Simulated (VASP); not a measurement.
Ni:

```xyz
1
Lattice="0.0000 1.7376 1.7376 1.7376 0.0000 1.7376 1.7376 1.7376 0.0000" Properties=species:S:1:pos:R:3 pbc="T T T"
Ni    0.0000    0.0000    0.0000
```

| Property | Result |
| --- | --- |
| Program | VASP 6.6.1 |
| Task | single point |
| Functional | PBE |
| Potentials or basis | VASP PAW PBE potentials, release 64 (Ni) |
| Cutoff | 520 eV |
| k mesh | 13 × 13 × 13 |
| Occupations | fermi-dirac, width 0.05 eV |
| Spin | collinear spin, ferromagnetic start |
| Starting moments | [1.0] μB |

On this cell: pressure 7.9 GPa; net moment 0.62 μB per cell; site moments Ni +0.63 μB; band gap on the k mesh none (metal or under the smearing width).

The same run follows on a disturbed copy (cell strained at random at fixed volume):

```
Ni
1.0
     0.01655    1.75725    1.76824
     1.71912    0.01633    1.76846
     1.71447    1.75283    0.02098
Ni
1
Direct
  0.00651 0.01144 0.96710
```

Problem. What does the disturbed cell give?

Solution. The energy (extrapolated to zero smearing) moves by +3.3 meV/atom; pressure 8.0 GPa; net moment 0.62 μB per cell; site moments Ni +0.63 μB; band gap on the k mesh none (metal or under the smearing width).

Stress tensor (GPa, compression positive):
```
 9.97 -1.11 -1.89
-1.11  7.44 -1.57
-1.89 -1.57  6.63
```
